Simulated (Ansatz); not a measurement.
A trial cell of Ge, before relaxation:

```
Ge
1.0
     4.37476    0.00000    0.00000
    -2.18738    3.78865    0.00000
     0.00000    0.00000    3.77124
Ge
3
Direct
  0.69876 0.73877 0.50000
  0.26123 0.95999 0.50000
  0.04001 0.30124 0.50000
```

Method: DFT PBE, scalar-relativistic, plane waves, PAW in Ansatz. Cutoff 420 eV, Gaussian smearing, Γ-centred meshes. Cell and atoms relax first on a coarse mesh and then on a finer one. In between, the cell is made exact in the group found at 0.06 Å. In metals the finer mesh still leaves noise of several meV/atom or more. The steps can't lower the symmetry of their start. No spin polarisation.

A guess keeps its type if space group and coordination stay and the shape of the cell changes little (axis ratios within about 15 %, angles within 6°); the volume may change.

Problem. Will the relaxed cell still be of the starting type?

Solution. It doesn't keep its type. The symmetry goes from P-6 (No. 174) to P6/mmm (No. 191), and the primitive cell from 3 to 1 atom. The end has the simple hexagonal type. The volume per atom shrinks by 7.2 %, from 20.8 to 19.3 Å³. The shortest distance goes from 2.15 Å (Ge–Ge) to 2.69 Å (Ge–Ge). Counting neighbours within 15 % of an atom's shortest distance, the start has Ge 2 and the end Ge 8. In detail, at the end Ge has 2 Ge at 2.69 Å and 6 Ge at 2.88 Å.

```
CELL_PARAMETERS angstrom
2.87889 0.00000 0.00000
-1.43945 2.49319 0.00000
0.00000 0.00000 2.69326
ATOMIC_POSITIONS crystal
Ge 0.00000 0.00000 0.50000
```

Energies count from the standard state of Ge at the same level.

Problem. At what energy does it end?

Solution. +0.24 eV/atom. It lies above the standard state, so it could only be metastable.

The last run used a 24×24×20 mesh (in the run's order of axes) for its 1-atom cell and Gaussian smearing of 0.10 eV. Symmetry constrained the relaxation, so the result can be a saddle point.
